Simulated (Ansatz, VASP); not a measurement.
One calculation of Hf, two programs

File INCAR:

```
SYSTEM = Hf
  PREC = Accurate
  ENCUT = 600
  EDIFF = 1E-7
  ISMEAR = -1
  SIGMA = 0.05
  LREAL = .False.
  LASPH = .True.
  NELM = 60
  ALGO = Fast
  ISIF = 3
  LWAVE = .False.
  LCHARG = .False.
  GGA = PE
  IVDW = 13
  IBRION = 2
  NSW = 60
  EDIFFG = -0.01
```

The input KPOINTS:

```
regular mesh
0
Gamma
  9 9 9
  0 0 0
```

Contents of POSCAR:

```
Hf
1.0
    2.9138100000      0.0000000000      0.0000000000
    0.0000000000      2.9138100000      0.0000000000
    0.0000000000      0.0000000000      2.9138100000
Hf
1
Direct
    0.5000000000      0.5000000000      0.5000000000
```

File input.yaml:

```yaml
crystal:
  lattice:
    - [2.91381, 0.0, 0.0]
    - [0.0, 2.91381, 0.0]
    - [0.0, 0.0, 2.91381]
  atoms:
    - { symbol: Hf, position: [0.5, 0.5, 0.5] }
hamiltonian:
  xc: pbe
  pseudopotentials: { kind: paw }
  dispersion: d4
kpoints:
  mp_grid: { grid: [9, 9, 9] }
scf:
  occupations: { method: fermi_dirac, width: 0.05 }
output:
  forces: true
  stress: true
  eigenvalues: true
  write_density: true
  write_potential: true
  elf: true
  volumetric_format: npy
relax:
  f_tol: 0.01
  max_steps: 40
  cell: { stress_tol: 0.05 }
```

The cell was built by a generator and needn't be a form met in nature.

Alike in both runs: task relaxation of cell and atoms; functional PBE; dispersion D4; k mesh 9 × 9 × 9; occupations fermi-dirac, width 0.05 eV; no spin polarisation.

|  | VASP | Ansatz |
| --- | --- | --- |
| version | VASP 6.6.1 | Ansatz 0.2.0 |
| potentials or method | VASP PAW PBE potentials, release 64 (Hf_pv) | Ansatz PAW |
| plane-wave cutoff (eV) | 600 | 420 |
| valence electrons in the cell | 10 | 26 |

Ansatz gave:

* gap on the k mesh at the Fermi level, each at its own relaxed structure (eV): none
* relaxed volume (Å³/atom): 24.39
* relaxed cell length with the largest relative difference (Å): 2.900
* energy change over the relaxation (meV/atom): -1

Question: Estimate VASP's values.

Answer: gap on the k mesh at the Fermi level, each at its own relaxed structure (eV): none; relaxed volume (Å³/atom): 24.30; relaxed cell length with the largest relative difference (Å): 2.896; energy change over the relaxation (meV/atom): -2.

A gap of «none» marks a metal or a gap that the smearing closes. The two sets of potentials don't hold the same shells in valence.

Caveats: pairwise dispersion overbinds metals, which lowers pressure and volume; the plane-wave basis is chosen anew once the cell has moved, so the energies of steps on either side of that aren't comparable (Ansatz). The runs have no spin-orbit coupling, so splittings on Hf are missing.
